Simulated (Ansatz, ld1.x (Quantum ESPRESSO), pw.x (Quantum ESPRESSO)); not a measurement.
## What a changed setting does to a pw.x run (diamond Se)

Potential: ultrasoft, ld1.x (Quantum ESPRESSO) 7.5, PBE; core [Ar] 3d10, reference 4s2 4p4; waves: 4s (bound): rcut 1.05, rcutus 1.30 bohr; 4s channel at -0.35 Ry: rcut 1.05, rcutus 1.30 bohr; 4p (bound): rcut 1.40, rcutus 2.68 bohr; 4p channel at 4.75 Ry: rcut 1.40, rcutus 2.68 bohr; 4d channel at 0.05 Ry: rc 2.10 bohr; local part: the d channel; core correction: none; augmentation: built from norm-conserving waves at rcut, not smoothed further.

The reference run (k-mesh 8³, cutoffs 50/600 Ry, Fermi–Dirac 0.01 Ry, mixing_beta 0.4, conv_thr 1e-9, no spin) gives -0.44 GPa at 31.707 Å³/atom, where all-electron LAPW gives 0.07 GPa. This run, with its own iteration cap, changes nbnd to 18.

```
&control
  calculation='scf', prefix='x', pseudo_dir='./', outdir='./tmp', tstress=.true., disk_io='none'
/
&system
  ibrav=0, nat=2, ntyp=1, ecutwfc=50, ecutrho=600, nbnd=18,
  occupations='smearing', smearing='fd', degauss=0.01
/
&electrons
  conv_thr=1e-09, mixing_beta=0.4, electron_maxstep=50
/
ATOMIC_SPECIES
Se 1.0 Se.UPF
CELL_PARAMETERS angstrom
  0.00000000 3.16508262 3.16508262
  3.16508262 0.00000000 3.16508262
  3.16508262 3.16508262 0.00000000
ATOMIC_POSITIONS crystal
Se 0.0000 0.0000 0.0000
Se 0.2500 0.2500 0.2500
K_POINTS automatic
8 8 8 0 0 0
```

```bash
pw.x < Se.scf.in > Se.scf.out
```

Problem. How does the run end?

Solution. It converges in 6 iterations; the free energy moves by +0.0 meV/atom and the pressure by +0.00 GPa. The result is that of the reference run.

```
Message from routine setup:
     using ibrav=0 with symmetry is DISCOURAGED, use correct ibrav instead
     lattice parameter (alat)  =       8.4586  a.u.
     unit-cell volume          =     427.9389 (a.u.)^3
     number of electrons       =        12.00
     number of Kohn-Sham states=           18
     kinetic-energy cutoff     =      50.0000  Ry
     charge density cutoff     =     600.0000  Ry
     scf convergence threshold =      1.0E-09
     Exchange-correlation= PBE
     number of k points=    29  Fermi-Dirac smearing, width (Ry)=  0.0100
     iteration #  1     ecut=    50.00 Ry     beta= 0.40
     total energy              =     -37.73160318 Ry
     estimated scf accuracy    <       0.00289855 Ry
     iteration #  2     ecut=    50.00 Ry     beta= 0.40
     total energy              =     -37.73154574 Ry
     estimated scf accuracy    <       0.00097506 Ry
     iteration #  3     ecut=    50.00 Ry     beta= 0.40
     total energy              =     -37.73157133 Ry
     estimated scf accuracy    <       0.00000122 Ry
     iteration #  4     ecut=    50.00 Ry     beta= 0.40
     total energy              =     -37.73157237 Ry
     estimated scf accuracy    <       0.00000016 Ry
     iteration #  5     ecut=    50.00 Ry     beta= 0.40
     total energy              =     -37.73157245 Ry
     estimated scf accuracy    <       0.00000004 Ry
     iteration #  6     ecut=    50.00 Ry     beta= 0.40
     the Fermi energy is     3.8367 ev
!    total energy              =     -37.73157248 Ry
     estimated scf accuracy    <          5.6E-10 Ry
     smearing contrib. (-TS)   =      -0.00760623 Ry
     The total energy is F=E-TS. E is the sum of the following terms:
     one-electron contribution =      -2.63361543 Ry
     hartree contribution      =       5.39437255 Ry
     xc contribution           =      -8.06201603 Ry
     ewald contribution        =     -32.42270735 Ry
     convergence has been achieved in   6 iterations
          total   stress  (Ry/bohr**3)                   (kbar)     P=       -4.40
     Message from routine punch:
     Nothing written, as per user request (disk_io='none')
```

The run took about 18 s on one core of a shared host (Neoverse-V1, 32 threads, 247 GiB, load 10).
